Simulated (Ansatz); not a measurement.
The system is Co.

```xyz
2
Lattice="2.4720 0.0000 0.0000 -1.2360 2.1408 0.0000 0.0000 0.0000 4.0211" Properties=species:S:1:pos:R:3 pbc="T T T"
Co    1.2360    0.7136    3.0159
Co    0.0000    1.4272    1.0053
```

```yaml
Program: Ansatz 0.2.0
Task: relaxation of cell and atoms
Functional: HSEsol
Potentials_or_basis: Ansatz PAW
Cutoff: "420 eV (not typed: the program's choice for these potentials)"
k_mesh: 6 × 6 × 4
Occupations: fermi-dirac, width 0.05 eV
Spin: collinear spin, ferromagnetic start
Starting_moments: "[2.0, 2.0] μB"
```

At the start: volume 10.64 Å³/atom.

**Question.** How do energy, volume and symmetry change on relaxing?

**Answer.** It ends after 8 steps and the volume is 10.35 Å³/atom (-2.7 %); space group P6_3/mmc (No. 194, to 0.05 Å); moment 3.53 μB per cell.

Step by step:
| step | energy change (eV) | largest force (eV/Å) | volume (Å³) |
| --- | --- | --- | --- |
| 1 | 0.0000 | 0.0000 | 21.28 |
| 2 | -0.0212 | 0.0000 | 21.02 |
| 3 | -0.0234 | 0.0000 | 20.28 |
| 4 | -0.0312 | 0.0000 | 20.64 |
| 5 | -0.0312 | 0.0000 | 20.69 |
| 6 | -0.0294 | 0.0000 | 20.69 |
| 7 | -0.0294 | 0.0000 | 20.70 |
| 8 | -0.0294 | 0.0000 | 20.70 |

Final structure:
```yaml
crystal:
  lattice:
    - [2.42385, 0.00000, 0.00000]
    - [-1.21192, 2.09911, 0.00000]
    - [0.00000, 0.00000, 4.06769]
  atoms:
    - { symbol: Co, position: [0.66667, 0.33333, 0.75000] }
    - { symbol: Co, position: [0.33333, 0.66667, 0.25000] }
```

Caveat: the k mesh is coarse (spacing up to 0.49 Å⁻¹), so the values aren't converged, least of all with exact exchange; the magnetic or orbital state may not be the lowest; the plane-wave basis is chosen anew once the cell has moved, so the energies of steps on either side of that aren't comparable; the pressure holds a Pulay correction of +0.4 GPa for the finite cutoff; the PAW data sets come from PBE, with cores solved anew for the run's functional, which leaves a small shift of forces and pressure.
